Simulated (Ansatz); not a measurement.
# As: the cost of one run

Program: Ansatz 0.2.0. Level of theory: DFT PBE, scalar-relativistic, plane waves, PAW. These are calculated values, not measurements.

2 further runs of the same task are left out: 2 set aside as unsound or not needed. Runs told in other sessions of the task aren't counted.

### 1 The structure to begin with

It takes space group P3_121 (No. 152, trigonal). Conventional cell: a = 4.526 Å, b = 4.526 Å, c = 5.044 Å, α = 90.00°, β = 90.00°, γ = 120.00°. Se (site symmetry 2) has 2 Se at 2.40 Å in its first shell of neighbours.

As a file:

```cif
data_structure
_symmetry_space_group_name_H-M 'P3_121'
_symmetry_Int_Tables_number 152
_cell_length_a 4.5257
_cell_length_b 4.5257
_cell_length_c 5.0437
_cell_angle_alpha 90.000
_cell_angle_beta 90.000
_cell_angle_gamma 120.000
_cell_volume 89.46
loop_
_atom_site_label
_atom_site_type_symbol
_atom_site_symmetry_multiplicity
_atom_site_Wyckoff_symbol
_atom_site_fract_x
_atom_site_fract_y
_atom_site_fract_z
_atom_site_occupancy
Se1 Se 3 a 0.21860 0.00000 0.33333 1
```

It is the result of an earlier relaxation at this level (volume 29.82 Å³/atom; gap on the mesh: 1.03 eV).

### 2 Swap Se → As

The start of As: fractional positions of relaxed Se, cell scaled by 0.994, a guess from tabulated radii.

### 3 Quick check of gap, pressure and forces (As)

Input file input.yaml:

```yaml
crystal:
  lattice:
    - [4.5007288406, 0.0, 0.0]
    - [-2.2503644203, 3.8977455115, 0.0]
    - [0.0, 0.0, 5.0158061585]
  atoms:
    - { symbol: As, position: [0.2185979062, 0.0, 0.3333333333] }
    - { symbol: As, position: [0.0, 0.2185979062, 0.6666666667] }
    - { symbol: As, position: [0.7814020938, 0.7814020938, 0.0] }
basis:
  ecutwfc: 420
kpoints:
  mp_grid: { grid: [6, 6, 4] }
hamiltonian:
  xc: pbe
scf:
  occupations: { method: gaussian, width: 0.1 }
output:
  forces: true
  stress: true
  eigenvalues: true
```

Started as:

```bash
$ ansatz run input.yaml --threads 1 --pin off --max-ram 2560MiB --backend cpu --events-out ev --progress --plain --runs-dir out
```

What time and memory should one allow on 1 thread of Arm Neoverse V1, shared host?

About 4.8 s, with a peak of 0.3 GiB.
